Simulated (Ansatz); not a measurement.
# CdO: the cost of one run

Program: Ansatz 0.2.0. PAW datasets, plane waves, zero pressure. Computed at 0 K without zero-point motion; spin polarisation is off.

## Step 1: The structure to begin with

This is the cell as the run starts from it, not yet at rest; its lengths are not the crystal's.

It is cubic, Fm-3m (No. 225); a = 4.157 Å in the conventional setting, 8.98 Å³ an atom. Near Cd stand 6 O at 2.08 Å; near O stand 6 Cd at 2.08 Å.

As a file:

```xyz
2
Lattice="0.0000 2.0785 2.0785 2.0785 0.0000 2.0785 2.0785 2.0785 0.0000" Properties=species:S:1:pos:R:3 pbc="T T T"
Cd    0.0000    0.0000    0.0000
O     2.0785    2.0785    2.0785
```

## Step 2: Relaxing with PBE

The input, input.yaml:

```yaml
crystal:
  lattice:
    - [0.0, 2.078475, 2.078475]
    - [2.078475, 0.0, 2.078475]
    - [2.078475, 2.078475, 0.0]
  atoms:
    - { symbol: Cd, position: [0.0, 0.0, 0.0] }
    - { symbol: O, position: [0.5, 0.5, 0.5] }
kpoints:
  mp_grid: { grid: [10, 10, 10] }
hamiltonian:
  xc: pbe
scf:
  occupations: { method: fermi_dirac, width: 0.02 }
relax:
  f_tol: 0.005
  cell: {}
```

On the command line:

```
$ ansatz run input.yaml --threads 4 --pin off --max-ram 7372MiB --backend cpu --events-out ev --progress --plain --runs-dir out
```

Q: Estimate wall time and peak memory on 4 threads of Arm Neoverse V1, shared host.

About 3.6 s, with a peak of 0.31 GiB.
